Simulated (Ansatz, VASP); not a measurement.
# FeO (Wuestite): VASP beside Ansatz

INCAR

```
PREC = Accurate
ENCUT = 520
EDIFF = 1E-6
ISMEAR = -1
SIGMA = 0.05
LREAL = F
LASPH = T
NELM = 150
ALGO = Normal
ISIF = 2
LWAVE = F
LCHARG = F
ISPIN = 2
MAGMOM = 3 0
LORBIT = 11
LMAXMIX = 4
GGA = CA
NBANDS = 18
```

KPOINTS

```
regular mesh
0
Gamma
  11 11 11
```

File POSCAR:

```
FeO
1.0
    0.0000000000      2.1554000000      2.1554000000
    2.1554000000      0.0000000000      2.1554000000
    2.1554000000      2.1554000000      0.0000000000
Fe O
1 1
Direct
    0.0000000000      0.0000000000      0.0000000000
    0.5000000000      0.5000000000      0.5000000000
```

input.yaml

```yaml
crystal:
  lattice:
    - [0.0, 2.1554, 2.1554]
    - [2.1554, 0.0, 2.1554]
    - [2.1554, 2.1554, 0.0]
  atoms:
    - { symbol: Fe, position: [0.0, 0.0, 0.0], spin: 3.0 }
    - { symbol: O, position: [0.5, 0.5, 0.5] }
kpoints:
  mp_grid: { grid: [11, 11, 11] }
scf:
  occupations: { method: fermi_dirac, width: 0.05 }
hamiltonian:
  xc: lda
  pseudopotentials: { kind: all_electron, lapw: { basis_error: 0.001 } }
magnetization:
  spin_polarized: true
output:
  forces: true
  stress: true
  eigenvalues: true
```

Alike in both runs: task single point; functional LDA; k mesh 11 × 11 × 11; occupations fermi-dirac, width 0.05 eV; collinear spin.

```csv
,VASP,Ansatz
version,VASP 6.6.1,Ansatz 0.2.0
potentials or method,"VASP PAW LDA potentials, release 64 (Fe, O)","all-electron LAPW, scalar-relativistic"
plane-wave cutoff (eV),520,see its input
```

VASP gave:

```
gap on the k mesh at the Fermi level (eV)                     : none
pressure (GPa)                                                : -15.4
net moment per atom (μB)                                      : 2.00
size of the moment on the site where the two differ most (μB) : 0.32
```

Question: Estimate Ansatz's values.

Answer: gap on the k mesh at the Fermi level (eV): none; pressure (GPa): -15.6; net moment per atom (μB): 2.00; size of the moment on the site where the two differ most (μB): 0.34.

Site moments also hang on the region over which each program counts them. A gap of «none» marks a metal or a gap that the smearing closes. Ansatz ran all-electron here, so the differences hold the error of VASP's frozen core and of both bases.

Caveats: a cell with one magnetic atom can't hold antiferromagnetic order, which such compounds often take; semilocal functionals often make such compounds metallic where correlation or magnetic order opens a gap, which also shifts bond lengths; so large a pressure means that the cell lies far from this level's equilibrium, or that cutoff or potentials fall short (VASP).
